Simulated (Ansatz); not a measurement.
Density of states of Ti (P6/mmm, a = 4.580 Å, b = 4.580 Å, c = 2.831 Å, α = 90.00°, β = 90.00°, γ = 120.00°), in states per eV and primitive cell, averaged over bins of 0.5 eV. Method: DFT PBE, scalar-relativistic, plane waves, PAW in Ansatz.

Settings: cutoff 420 eV, Γ-centred mesh 12×12×14 on the computed 3-atom cell, Gaussian smearing of 0.10 eV; no spin polarisation.

The cell is relaxed at this level. The states (both spins) are summed by tetrahedra on a 18×18×21 mesh at the self-consistent density. Energies are bin centres; the table starts no lower than −8 eV and ends at 6 eV, or lower where the solved bands end.

It is a metal at this level.

| E − E_F (eV) | total | Ti 3d | Ti 4s | Ti 3p | Ti 3s |
| --- | --- | --- | --- | --- | --- |
| -5.80 | 0.14 | 0.00 | 0.11 | 0.00 | 0.02 |
| -5.30 | 0.26 | 0.00 | 0.21 | 0.00 | 0.04 |
| -4.80 | 0.36 | 0.01 | 0.30 | 0.01 | 0.04 |
| -4.30 | 0.48 | 0.03 | 0.40 | 0.01 | 0.04 |
| -3.80 | 0.65 | 0.08 | 0.52 | 0.02 | 0.03 |
| -3.30 | 0.86 | 0.20 | 0.61 | 0.02 | 0.02 |
| -2.80 | 1.79 | 0.87 | 0.85 | 0.03 | 0.02 |
| -2.30 | 2.80 | 1.92 | 0.81 | 0.03 | 0.02 |
| -1.80 | 3.82 | 3.21 | 0.50 | 0.03 | 0.01 |
| -1.30 | 4.07 | 3.72 | 0.19 | 0.03 | 0.00 |
| -0.80 | 5.30 | 4.77 | 0.15 | 0.04 | 0.01 |
| -0.30 | 3.24 | 2.86 | 0.16 | 0.02 | 0.01 |
| 0.20 | 4.30 | 3.91 | 0.20 | 0.02 | 0.01 |
| 0.70 | 4.96 | 4.49 | 0.20 | 0.02 | 0.01 |
| 1.20 | 7.09 | 6.63 | 0.16 | 0.02 | 0.01 |

The columns after the total are the Löwdin projections on the occupied valence shells of the potentials. The rest of the total lies in shells that are empty in the free atom, which aren't projected, and between the atoms.

This form isn't the element's structure at ambient conditions.

Cost: 1 run of about 0.67 core-minutes, on Arm Neoverse V1 (shared hosts).